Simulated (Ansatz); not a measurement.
**Structures of Si3N4: which is lowest?**

Plane-wave DFT in Ansatz with scalar-relativistic PAW potentials, cutoff 420 eV, Γ-centred meshes chosen by cell and gap, Gaussian smearing with energies taken to zero width. Every cell was relaxed (cell and atoms) in a run of its own, within the symmetry of its start. Functional: PBE.

Relaxed structures (starts from databases or built by putting these elements on another compound's sites):
A. I-43d, 14 atoms in the computed cell, a = 6.490 Å; sites (symmetry × multiplicity) Si -4.. × 12, N .3. × 16; start: database
B. P6_3/m, 14 atoms in the computed cell, a = 7.664 Å, c = 2.926 Å; sites (symmetry × multiplicity) Si m.. × 6, N -6.. × 2 + m.. × 6; start: database
C. Fd-3m, 14 atoms in the computed cell, a = 7.789 Å; sites (symmetry × multiplicity) Si -43m × 8 + .-3m × 16, N .3m × 32; start: database

Rank them by energy. Could pressure change the order?

```tsv
structure	group	E − E(lowest) (meV/atom)	V (Å³/atom)	gap on mesh (eV)
B	P6_3/m	0.0	10.63	4.27
A	I-43d	99	9.76	4.04
C	Fd-3m	143	8.44	3.34
```

B is lowest, 99 meV/atom under A. C is denser by 2.19 Å³/atom, so pressure favours it: ΔE/ΔV, with ΔE in eV and 1 eV/Å³ = 160.2 GPa, gives about 10 GPa for equal enthalpy if both cells were rigid, a rough figure since the two compress differently. Other structures may lie lower than all of these, and vibrations aren't counted.